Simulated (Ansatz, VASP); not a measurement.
Given: the input of a run of Ansatz 0.2.0 on GaAs.

The input input.yaml:

```yaml
crystal:
  lattice:
    - [0.0, 2.82685, 2.82685]
    - [2.82685, 0.0, 2.82685]
    - [2.82685, 2.82685, 0.0]
  atoms:
    - { symbol: As, position: [0.75, 0.75, 0.75] }
    - { symbol: Ga, position: [0.0, 0.0, 0.0] }
hamiltonian:
  xc: pbesol
  pseudopotentials: { kind: paw_fr }
magnetization:
  noncollinear: true
  spin_orbit: true
kpoints:
  mp_grid: { grid: [6, 6, 6] }
  band_path:
    path:
      - [[0.0, 0.0, 0.0], [0.5, 0.0, 0.5], [0.5, 0.25, 0.75], [0.375, 0.375, 0.75], [0.0, 0.0, 0.0], [0.5, 0.5, 0.5], [0.625, 0.25, 0.625], [0.5, 0.25, 0.75], [0.5, 0.5, 0.5], [0.375, 0.375, 0.75]]
      - [[0.625, 0.25, 0.625], [0.5, 0.0, 0.5]]
    npoints: 14
scf:
  occupations: { method: fermi_dirac, width: 0.05 }
  n_extra_bands: 6
output:
  forces: true
  stress: true
  eigenvalues: true
  fatbands: true
```

Potentials or basis: Ansatz PAW.

The run is started by

```bash
$ ansatz run input.yaml --threads 2 --pin off --max-ram 5632MiB --backend cpu --events-out ev --progress --plain --runs-dir out
```

Problem. Set up the same calculation for VASP 6.6.1. Potentials there: VASP PAW PBE potentials, release 64 (As, Ga_d).

Solution. As run (the cutoff follows the program's own potentials):

The input INCAR:

```
ALGO = Normal
EDIFF = 1E-6
ENCUT = 520
GGA = PS
GGA_COMPAT = F
ISIF = 2
ISMEAR = -1
LASPH = T
LCHARG = F
LORBIT = 11
LREAL = F
LSORBIT = T
LWAVE = F
MAGMOM = 0 0 0 0 0 0
NBANDS = 30
NELM = 100
PREC = Accurate
SIGMA = 0.05
```

The input KPOINTS:

```
k-points
0
Gamma
  6 6 6
```

File POSCAR:

```
GaAs
1.0
    0.0000000000      2.8268500000      2.8268500000
    2.8268500000      0.0000000000      2.8268500000
    2.8268500000      2.8268500000      0.0000000000
As Ga
1 1
Direct
    0.7500000000      0.7500000000      0.7500000000
    0.0000000000      0.0000000000      0.0000000000
```

KPOINTS_OPT

```
path GXWKGLUWLK,UX
15
line-mode
reciprocal
 0.0000000000  0.0000000000  0.0000000000  G
 0.5000000000  0.0000000000  0.5000000000  X

 0.5000000000  0.0000000000  0.5000000000  X
 0.5000000000  0.2500000000  0.7500000000  W

 0.5000000000  0.2500000000  0.7500000000  W
 0.3750000000  0.3750000000  0.7500000000  K

 0.3750000000  0.3750000000  0.7500000000  K
 0.0000000000  0.0000000000  0.0000000000  G

 0.0000000000  0.0000000000  0.0000000000  G
 0.5000000000  0.5000000000  0.5000000000  L

 0.5000000000  0.5000000000  0.5000000000  L
 0.6250000000  0.2500000000  0.6250000000  U

 0.6250000000  0.2500000000  0.6250000000  U
 0.5000000000  0.2500000000  0.7500000000  W

 0.5000000000  0.2500000000  0.7500000000  W
 0.5000000000  0.5000000000  0.5000000000  L

 0.5000000000  0.5000000000  0.5000000000  L
 0.3750000000  0.3750000000  0.7500000000  K

 0.6250000000  0.2500000000  0.6250000000  U
 0.5000000000  0.0000000000  0.5000000000  X
```

Potentials or basis: VASP PAW PBE potentials, release 64 (As, Ga_d).

Command:

```console
$ cat potpaw_PBE.64/As/POTCAR potpaw_PBE.64/Ga_d/POTCAR > POTCAR
$ mpirun -np 1 vasp_ncl > vasp.out
```

Both were run:

|  | VASP | Ansatz | Ansatz less VASP |
| --- | --- | --- | --- |
| gap on the k mesh at the Fermi level (eV) | 0.34 | 0.33 | -0.015 |
| least direct gap on the mesh (eV) | 0.34 | 0.33 | -0.015 |
| gap along the band path (eV) | 0.34 | 0.33 | -0.014 |
| pressure (GPa) | 0.3 | 0.2 | -0.16 |

The two sets of potentials don't hold the same shells in valence.

Caveats: the PAW data sets were made with another functional, which shifts forces and pressure a little (VASP); the PAW data sets come from PBE, with cores solved anew for the run's functional, which leaves a small shift of forces and pressure (Ansatz).
